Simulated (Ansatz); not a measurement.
## CdS

Level of theory: DFT, r²SCAN, scalar-relativistic, no spin polarisation; plane waves to 500 eV with PAW datasets (Ansatz 0.2.0), Γ-centred 8×8×8 mesh, 0.05 eV Gaussian smearing. The datasets are Ansatz's generated set soft_2.

```yaml
crystal:
  lattice:
    - [0.00000, 2.93892, 2.93892]
    - [2.93892, 0.00000, 2.93892]
    - [2.93892, 2.93892, 0.00000]
  atoms:
    - { symbol: Cd, position: [0.00000, 0.00000, 0.00000] }
    - { symbol: S, position: [0.75000, 0.75000, 0.75000] }
```

The chain of runs began from a cell as deposited in COD, expanded in volume. Of that entry: the entry's cell lengths or inner coordinates differ somewhat from later room-temperature determinations.

The run above is the reference. The same cell was run again with other input settings; several of them aren't fit for production, so the rows show the settings' effect and aren't properties of the material.

```tsv
keys changed	outcome	ΔE (meV/atom)	P (GPa)	gap on the mesh (eV)	cell moment (μB)	largest force component (eV/Å)	SCF iterations	rough core-seconds	new warnings
none (reference)	converged	0.0	0.0	1.54	–	0.000	–	–	–
scf.convergence.dr2_threshold: 1e-09	converged	0.0	0.0	1.54	–	0.000	7	5	stress scf threshold loose
basis.ecutrho_ratio: 4 → 8; scf.mixing.preconditioner: "kerker_dos"	converged	0.0	0.0	1.54	–	0.000	6	6	–
```

These changes also left energy (to 0.1 meV/atom), pressure, gap, moment and forces as in the reference: scf.occupations.method: "gaussian" → "fermi_dirac"; scf.occupations.width: 0.05 → 0.001 | basis.ecutrho_ratio: 4 → 12; scf.occupations.width: 0.05 → null; scf.occupations.method: "gaussian" → "tetrahedron_uncorrected"; kpoints.mp_grid.grid: [8, 8, 8] → [12, 12, 12] | scf.mixing.algorithm: "broyden"; scf.mixing.beta: 0.05; scf.mixing.ndim: 2 | basis.ecutrho_ratio: 4 → 6 | basis.ecutrho_ratio: 4 → 8 | scf.mixing.algorithm: "msr1"; scf.mixing.beta: 0.7.

ΔE is the energy with the smearing extrapolated to zero. It is left out where the change alters the Hamiltonian or the spin treatment. The varied runs start from atomic densities (corrected by the program's trained start where that serves), with the default search for lower states unless a row changes it.

(1) What happens with these changes: scf.mixing.algorithm: "msr1"; scf.mixing.beta: 0.5; basis.ecutwfc: 500 → "51.4 Ry"?

Answer:

(1) outcome converged, ΔE (meV/atom) -1.7, P (GPa) 0.0, gap on the mesh (eV) 1.54, largest force component (eV/Å) 0.000, SCF iterations 6, rough core-seconds 9.

Of the reference: Kohn–Sham gaps of semilocal functionals lie under measured ones, often by a third or more.
